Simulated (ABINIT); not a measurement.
Here is an ABINIT 10.8.3 (patched build) calculation.

Contents of run.abi:

```
pp_dirpath "./"
pseudos "Ti.upf, C.upf"

acell 3*1.0
rprim
     0.0000000000     4.0926154775     4.0926154775
     4.0926154775     0.0000000000     4.0926154775
     4.0926154775     4.0926154775     0.0000000000
ntypat 2
znucl 22 6
natom 2
typat 1 2
xcart
     0.0000000000     0.0000000000     0.0000000000
     2.1657188437     2.1657188437     2.1657188437 Angstrom

ecut 42.0

kptopt 1
ngkpt 11 11 11
nshiftk 1
shiftk 0.0 0.0 0.0

ixc -116133

nband 12
occopt 3
tsmear 0.00183747

nstep 100
tolvrs 1.0e-10

iomode 3
prtwf 0
prtden 0
prteig 0
prtebands 0
```

Potentials or basis: PseudoDojo NC SR PBEsol v0.4.1 standard.

Command:

```console
$ abinit run.abi > log 2>&1
```

(1) What does it give for the band gap on the k mesh?

(2) Predict the pressure.

Answers

(1) none (metal or under the smearing width).

(2) -6.5 GPa.
